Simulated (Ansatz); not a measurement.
# Straining BaTiO3

These are results of DFT r2SCAN, scalar-relativistic, plane waves, PAW (Ansatz), not measurements. Run with 500 eV cutoff, 8×8×8 k-mesh, Gaussian smearing of 0.02 eV, no spin polarisation.

Starting point, cell and atoms relaxed:

```yaml
crystal:
  lattice:
    - [3.97275, 0.00000, 0.00000]
    - [0.00000, 3.97275, 0.00000]
    - [0.00000, 0.00000, 4.11141]
  atoms:
    - { symbol: Ba, position: [0.50000, 0.50000, 0.58497] }
    - { symbol: Ti, position: [0.00000, 0.00000, 0.10308] }
    - { symbol: O, position: [0.00000, 0.50000, 0.06296] }
    - { symbol: O, position: [0.50000, 0.00000, 0.06296] }
    - { symbol: O, position: [0.00000, 0.00000, 0.54603] }
```

Deformation: biaxial strain in the a-b plane, with the length and tilt of c and the atoms relaxed, all within the symmetry that the strain leaves. Energies are extrapolated to zero smearing. Gaps are generalised Kohn–Sham gaps over the whole zone.

Spin-orbit coupling is left out, which matters for the bands and energies of heavy elements.

| strain (%) | ΔE (meV/atom) | a (Å) | b (Å) | c (Å) | gap (eV) |
| --- | --- | --- | --- | --- | --- |
| -3.0 | 20.4 | 3.854 | 3.854 | 4.370 | 2.31 |
| -1.5 | 5.1 | 3.913 | 3.913 | 4.216 | 2.27 |
| +0.0 | 0.0 | 3.973 | 3.973 | 4.111 | 2.23 |
| +1.5 | 5.2 | 4.032 | 4.032 | 4.034 | 2.18 |
| +3.0 | 20.1 | 4.092 | 4.092 | 3.971 | 2.13 |

(1) What stiffness (1/V) d²E/dε² at zero strain does a cubic fit over all points give?

(2) How does the free axis c answer a small strain?

(3) How fast does the gap move with strain on either side?

## Answers

(1) A cubic fit gives (1/V) d²E/dε² = 553 GPa at zero strain (twice the biaxial modulus).

(2) Between the innermost points its strain is -1.48 times the applied one.

(3) -29 meV per percent on the compressed side and -32 meV per percent on the stretched side; it is indirect at -1.5 %, indirect at zero and indirect at +1.5 %.